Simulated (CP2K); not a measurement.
The system is GaN.

```
Ga N
1.0
     3.18693    0.00000    0.00000
     1.59347    2.75996    0.00000
     1.59347    0.91999    2.60212
Ga N
1 1
Cartesian
  0.0000 0.0000 0.0000
  1.5935 0.9200 0.6505
```

The cell is a database's computed one.

Base run:

| Quantity | Value |
| --- | --- |
| Program | CP2K 2026.2 |
| Functional | TPSS |
| Potentials or basis | POTENTIAL_UZH Ga GTH-PBE-q13, N GTH-PBE-q5; TZVP-MOLOPT-PBE-GTH basis |
| Density cutoff | 9184 eV |
| k mesh | 10 × 10 × 10 |
| Occupations | fermi-dirac, width 0.05 eV |
| Spin | no spin polarisation |

Its results: band gap on the k mesh 1.65 eV, direct; pressure 4.6 GPa.

Problem. The run is repeated on the same cell with these changes: functional from TPSS to OLYP. What comes out?

Solution. Band gap on the k mesh 1.94 eV, direct; pressure 5.3 GPa.

Caveats: the potentials were made for another functional, which shifts forces and pressure; the basis of atomic orbitals isn't converged, which shifts pressures, moduli and gaps.

